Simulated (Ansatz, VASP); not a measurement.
**Tl in VASP and in Ansatz**

```xyz
2
Lattice="3.4560 0.0000 0.0000 -1.7280 2.9930 0.0000 0.0000 0.0000 5.5250" Properties=species:S:1:pos:R:3 pbc="T T T"
Tl    0.0000    1.9953    1.3813
Tl    1.7280    0.9977    4.1438
```

Alike in both runs: task single point; functional PBE; k mesh 18 × 18 × 10; occupations gaussian, width 0.15 eV; no spin polarisation.

|  | VASP | Ansatz |
| --- | --- | --- |
| version | VASP 6.6.1 | Ansatz 0.2.0 |
| potentials or method | VASP PAW PBE potentials, release 64 (Tl_d) | scalar-relativistic, plane waves, PAW |
| plane-wave cutoff (eV) | 520 | 420 |
| valence electrons in the cell | 26 | 26 |

|  | VASP | Ansatz | Ansatz less VASP |
| --- | --- | --- | --- |
| gap on the k mesh at the Fermi level (eV) | none | none | - |
| pressure (GPa) | 3.2 | 3.2 | +0.06 |
| largest component of the traceless stress (GPa) | 0.09 | 0.09 | -0.004 |

A gap of «none» marks a metal or a gap that the smearing closes. With one functional, cell and mesh, what is left measures potentials, basis and numerics.

Spin-orbit coupling is left out, which matters for the levels of Tl.
